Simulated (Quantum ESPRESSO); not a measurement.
**AlN: phonons with PBEsol**

Crystal: AlN.

```
Al N
1.0
     0.00000    2.03452    2.03452
     2.03452    0.00000    2.03452
     2.03452    2.03452    0.00000
Al N
1 1
Direct
  0.50000 0.50000 0.50000
  0.00000 0.00000 0.00000
```

Measurements of this composition are mostly on another form, of space group No. 186.

| Item | Value |
| --- | --- |
| Program | Quantum ESPRESSO 7.5 |
| Task | phonons |
| Functional | PBEsol |
| Potentials or basis | PseudoDojo 0.4.1 SR PBEsol standard |
| Cutoff | 1143 eV |
| Density cutoff | 4572 eV |
| k mesh | 6 × 6 × 6, shifted |
| Occupations | fermi-dirac, width 0.05 eV |
| Spin | no spin polarisation |
| Mixing beta | 0.5 |
| Most SCF iterations | 120 |
| SCF threshold | 4e-10 Ry |

| Quantity | Value |
| --- | --- |
| Pressure after relaxing | -4.7 GPa |
| Electronic dielectric tensor (diagonal) | 5.15 |
| Born charges (mean of the diagonal) | Al +2.95; N -2.95 e |
| Highest phonon frequency at Γ, LO-TO splitting left out | 452 cm⁻¹ |
| Static dielectric tensor (diagonal) | 18.64 |

Levels at points of the mesh, in eV from the valence-band top:
```tsv
k point	band 1	band 2	band 3	band 4	band 5	band 6	band 7	band 8
(0.08, 0.08, 0.08)	-17.14	-0.65	0.00	0.00	5.96	11.39	12.32	12.32
```

Phonon frequencies in cm⁻¹ (negative: imaginary):
```
              q point              frequencies
(0.000, 0.000, 0.000)  -18 -18 -18 452 452 452
```

Electronic dielectric tensor:
```
5.15 0.00 0.00
0.00 5.15 0.00
0.00 0.00 5.15
```

Born effective charge tensors (e):
atom 1, Al
```
2.95 0.00 0.00
0.00 2.95 0.00
0.00 0.00 2.95
```
atom 2, N
```
-2.95  0.00  0.00
 0.00 -2.95  0.00
 0.00  0.00 -2.95
```

Optical modes at Γ, degenerate ones joined, polar ones without the macroscopic field:
| cm⁻¹ | components | symmetry | active in | IR intensity, summed ((D/Å)²/amu) |
| --- | --- | --- | --- | --- |
| 452 | 3 | T1u | IR | 65.25 |

Zone-centre frequencies without and with the macroscopic field along z (cm⁻¹):
```
                optical modes in rising order
       without                    452 452 452
with the field                    452 452 860
```

Static dielectric tensor, electrons and zone-centre modes:
```
18.64  0.00  0.00
 0.00 18.64  0.00
 0.00  0.00 18.64
```

Run time: 48 s on 1 thread of Arm Neoverse V1 (shared host), peak memory 0.05 GiB.

Caveat: the cell is more than 3 GPa from zero pressure, which shifts response properties.
